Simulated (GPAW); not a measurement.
Write an ASE script for GPAW 26.7.0 that does the following.

```
Task                : relaxation of cell and atoms
Functional          : PW91
Dispersion          : D4
Potentials or basis : PAW data sets generated in the run's folder for this functional
Cutoff              : 800 eV
Basis               : pw
k mesh              : 7 × 7 × 4
Occupations         : fermi-dirac, width 0.05 eV
Spin                : no spin polarisation
Maxiter             : 150
Optimizer           : FIRE
Fmax                : 0.01 eV/Å
Max steps           : 100
```

The structure of AlN lies in AlN.cif:

```cif
data_AlN
_cell_length_a 3.11300000
_cell_length_b 3.11300000
_cell_length_c 4.98100000
_cell_angle_alpha 90.00000000
_cell_angle_beta 90.00000000
_cell_angle_gamma 120.00000000
_space_group_name_H-M_alt 'P1'
_space_group_name_Hall 'P 1'
_space_group_IT_number 1
loop_
_space_group_symop_operation_xyz
'x,y,z'
loop_
_atom_site_label
_atom_site_type_symbol
_atom_site_symmetry_multiplicity
_atom_site_Wyckoff_symbol
_atom_site_fract_x
_atom_site_fract_y
_atom_site_fract_z
_atom_site_occupancy
Al1 Al 1 a 0.6666666667 0.3333333333 0.5000000000 1
Al2 Al 1 a 0.3333333333 0.6666666667 0.0000000000 1
N1 N 1 a 0.6666666667 0.3333333333 0.8800000000 1
N2 N 1 a 0.3333333333 0.6666666667 0.3800000000 1
```

The input as run:

run.py

```python
from ase.calculators.mixing import SumCalculator
from ase.filters import FrechetCellFilter
from ase.io import read, write
from ase.optimize import FIRE
from dftd4.ase import DFTD4
from gpaw import GPAW, PW, setup_paths

setup_paths.insert(0, '.')

atoms = read('AlN.cif')

calc = GPAW(mode=PW(800),
            xc='GGA_X_PW91+GGA_C_PW91',
            kpts={'size': (7, 7, 4), 'gamma': True},
            occupations={'name': 'fermi-dirac', 'width': 0.05},
            nbands=18,
            convergence={'density': 1e-05, 'energy': 1e-05},
            maxiter=150,
            txt='gpaw.txt')
atoms.calc = SumCalculator([calc, DFTD4(method='pw91')])
opt = FIRE(FrechetCellFilter(atoms), trajectory='relax.traj', logfile='-')
done = opt.run(fmax=0.01, steps=100)
calc.write('gs.gpw')
write('result.traj', atoms)
print('Converged:', done)
print('Cell:', atoms.cell.cellpar().round(4))
print('Volume:', round(atoms.get_volume(), 4))
print(atoms.get_scaled_positions().round(5))
```

Potentials or basis: PAW data sets generated in the run's folder for this functional, pw.

Run with:

```bash
$ gpaw-setup -f GGA_X_PW91+GGA_C_PW91 Al N
$ OMP_NUM_THREADS=1 python run.py
```

It gave:

The energy gained by relaxing is 0.3 meV/atom and the ionic steps are 9. The pressure after relaxing is 0.0 GPa, the largest force after relaxing is 0.006 eV/Å and the band gap on the k mesh is 4.24 eV, direct. The dispersion energy per atom is -0.254 eV.

Caveat: later steps reuse the first step's grids.

Run time: 4.6 min on 1 thread of Arm Neoverse V1, with other jobs on the host, peak memory 0.35 GiB.
